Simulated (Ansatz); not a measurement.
Al under changes of volume

One of the cells (16.603 Å³/atom); the others are scaled copies at fixed shape and fractional positions:

```
CELL_PARAMETERS angstrom
0.00000 2.02481 2.02481
2.02481 0.00000 2.02481
2.02481 2.02481 0.00000
ATOMIC_POSITIONS crystal
Al 0.00000 0.00000 0.00000
```

```yaml
Program: Ansatz 0.2.0
Functional: exchange-only PBE
Potentials_or_basis: Ansatz PAW
Cutoff: "420 eV (not typed: the program's choice for these potentials)"
k_mesh: 11 × 11 × 11
Occupations: fermi-dirac, width 0.05 eV
Spin: no spin polarisation
```

```csv
volume (Å³/atom),energy over the lowest point (meV/atom),pressure (GPa)
15.607,?,?
15.939,87.91,12.9
16.271,63.29,10.9
16.603,42.55,9.1
16.935,25.34,7.5
17.267,11.25,6.1
17.599,0.00,4.8
```

Problem. What does the run at 15.607 Å³/atom give?

Solution. Energy over the lowest point 116.83 meV/atom; pressure 15.0 GPa.

Worked out: A Birch-Murnaghan fit of order 3 (a polynomial in V^(-2/3)) to the other rows has no minimum within the range. It gives 116.89 meV/atom at 15.607 Å³/atom, against the run's 116.83, and -dE/dV = 15.1 GPa, against 15.0.

Energies are extrapolated to zero smearing.

Caveats: the PAW data sets come from PBE, with cores solved anew for the run's functional, which leaves a small shift of forces and pressure.
